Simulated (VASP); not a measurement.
Consider the following.

```
CELL_PARAMETERS angstrom
     -2.70370     2.70370     5.45147
      2.70370    -2.70370     5.45147
      2.70370     2.70370    -5.45147
ATOMIC_POSITIONS crystal
  In 0.50000 0.50000 0.00000
  In 0.25000 0.75000 0.50000
  Cu 0.00000 0.00000 0.00000
  Cu 0.75000 0.25000 0.50000
  S  0.87500 0.89500 0.52000
  S  0.10500 0.62500 0.98000
  S  0.37500 0.35500 0.48000
  S  0.64500 0.12500 0.02000
```

Level of theory: PBE GGA, VASP's PBE PAW potentials (set 64) (plane waves; VASP 6.6.1). Settings: 300 eV cut-off, 5×5×5 Γ-centred mesh, Fermi-Dirac smearing of 0.020 eV, potentials In_d Cu S.

Unless said otherwise, spin-orbit coupling is left out, though it shifts the bands of the heavy elements here.

### Question
Give the energies of bands 27 to 40 at the high-symmetry points, in eV from the valence-band maximum.

### Answer

```csv
band,Γ,X,P,N,M,S,R
27,-2.13,-1.96,-1.99,-1.96,-2.09,-2.01,-1.96
28,-2.07,-1.96,-1.99,-1.93,-2.09,-1.91,-1.96
29,-1.96,-1.76,-1.74,-1.87,-1.93,-1.90,-1.81
30,-1.67,-1.76,-1.74,-1.72,-1.93,-1.66,-1.81
31,-1.67,-1.30,-1.30,-1.61,-1.20,-1.56,-1.32
32,-1.64,-1.30,-1.30,-1.23,-1.20,-1.53,-1.32
33,-1.51,-0.77,-0.80,-1.22,-1.17,-1.34,-0.81
34,-0.04,-0.77,-0.80,-1.17,-1.17,-1.05,-0.81
35,-0.04,-0.49,-0.60,-1.03,-0.87,-0.72,-0.65
36,0.00,-0.49,-0.60,-0.50,-0.87,-0.60,-0.65
37,0.41,1.67,1.96,2.53,2.08,2.54,1.89
38,2.10,1.67,1.96,3.01,2.08,2.58,1.89
39,2.73,3.78,3.52,3.52,2.34,2.87,4.17
40,4.09,3.78,3.52,4.05,2.34,3.58,4.17
```

The gap is direct, 0.41 eV, from the valence maximum at Γ to the conduction minimum at Γ.

The structure is a typed CuInS2 crystal. The cell was not relaxed at this level.
